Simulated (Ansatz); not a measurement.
Zr

```xyz
1
Lattice="-1.7874 1.7874 1.7874 1.7874 -1.7874 1.7874 1.7874 1.7874 -1.7874" Properties=species:S:1:pos:R:3 pbc="T T T"
Zr    0.0000    0.0000    0.0000
```

Conventional cell: a = 3.575 Å, b = 3.575 Å, c = 3.575 Å, α = 90.00°, β = 90.00°, γ = 90.00°. Zr (atom 1) has 8 Zr at 3.10 Å as nearest neighbours.

The cell was built from the bcc type and relaxed in the same program, and has space group Im-3m; it needn't be a known or the stable phase.

Method: DFT, PBE, all-electron LAPW, scalar-relativistic in Ansatz 0.2.0.

Numerical set-up: a Γ-centred 16×16×16 k mesh, Fermi–Dirac smearing of 0.05 eV, basis error target 0.25 meV/atom, no spin polarisation.

```yaml
Volume_per_atom: 22.84 Å³
Pressure_at_this_cell: 0.3 kbar
```

(1) Density of states at the Fermi level (0.2 eV bin): what does the calculation give?

(2) Predict this quantity. Band gap.

Answers

(1) 1.70 states/eV per cell.

(2) none: bands cross the Fermi level, a metal.
